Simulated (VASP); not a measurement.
Set up this calculation in VASP 6.6.1, as the native input.

```yaml
Task: single point
Functional: PBE
Dispersion: D3(BJ)
Potentials_or_basis: VASP PAW PBE potentials, release 64 (Be, H)
Cutoff: 520 eV
k_mesh: 3 × 3 × 2
Occupations: fermi-dirac, width 0.15 eV
Spin: no spin polarisation
Dipole_correction: no
Further_INCAR_settings: LREAL = Auto; ALGO = Normal; EDIFF = 1e-07; NBANDS = 30
```

The structure of Be16H (a cell with a defect) lies in POSCAR:

```
Be16H
1.0
   -2.2900000000     -3.9663960000      0.0000000000
    3.4350000000     -1.9831980000      0.0000000000
    0.0000000000      0.0000000000      7.1768600000
Be H
16 1
Direct
    0.7237749929      0.4219053082      0.0554560072
    0.4222962059      0.2957374997      0.2679444771
    0.7349345588      0.4671033885      0.5421451721
    0.4441454494      0.3022105034      0.7922266841
    0.4458835090     -0.0789888688      0.0486981772
    0.1852002697      0.8611961041      0.2820871523
    0.4802468674      0.0062781154      0.5475932372
    0.2567276639      0.8658824892      0.7745866577
    0.2149790700      0.4554300059      0.0217365254
   -0.0170774758      0.3341754237      0.2719155731
    0.2145819344      0.5654418136      0.5094707156
   -0.0574959971      0.3155266861      0.7682050367
   -0.0626900152     -0.0343115385      0.0221684692
    0.6592461209      0.7204872247      0.2680977475
   -0.0346064371      0.0121837727      0.5706952623
    0.6840718722      0.8161061389      0.7666026647
    0.9843436894      0.8591694465      0.8117059550
```

The cell was built by a generator and needn't be a form met in nature.

One way to write it, as run:

INCAR

```
SYSTEM = Be16H
PREC     = Accurate       ! precision mode
ENCUT    = 520            ! plane-wave cutoff, eV
EDIFF    = 1E-7           ! SCF threshold, eV
ISMEAR   = -1             ! smearing method
SIGMA    = 0.15           ! smearing width, eV
LREAL    = Auto         
LASPH    = .TRUE.         ! aspherical terms in the spheres
NELM     = 100            ! most SCF steps
ALGO     = Normal         ! electronic algorithm
ISIF     = 2              ! what is computed and relaxed
LWAVE    = .FALSE.        ! write WAVECAR
LCHARG   = .FALSE.        ! write CHGCAR
GGA      = PE             ! functional
IVDW     = 12             ! dispersion correction
NBANDS   = 30             ! bands
```

KPOINTS

```
regular mesh
0
G
  3 3 2
  0 0 0
```

Potentials or basis: VASP PAW PBE potentials, release 64 (Be, H).

Launch:

```console
$ cat potpaw_PBE.64/Be/POTCAR potpaw_PBE.64/H/POTCAR > POTCAR
$ mpirun -np 1 vasp_std > vasp.out
```

Results of the run:

```json
{
 "Pressure": "1.3 GPa",
 "Largest force": "3.652 eV/Å",
 "Band gap on the k mesh": "none (metal or under the smearing width)",
 "Dispersion energy per atom": "-0.336 eV"
}
```

Caveat: the k mesh is coarse (spacing up to 0.53 Å⁻¹), so the values aren't converged.

Wall time 44 s on 1 thread of AMD EPYC 9R45 96-Core Processor (Zen 5), with other jobs on the host, peak memory 0.22 GiB.
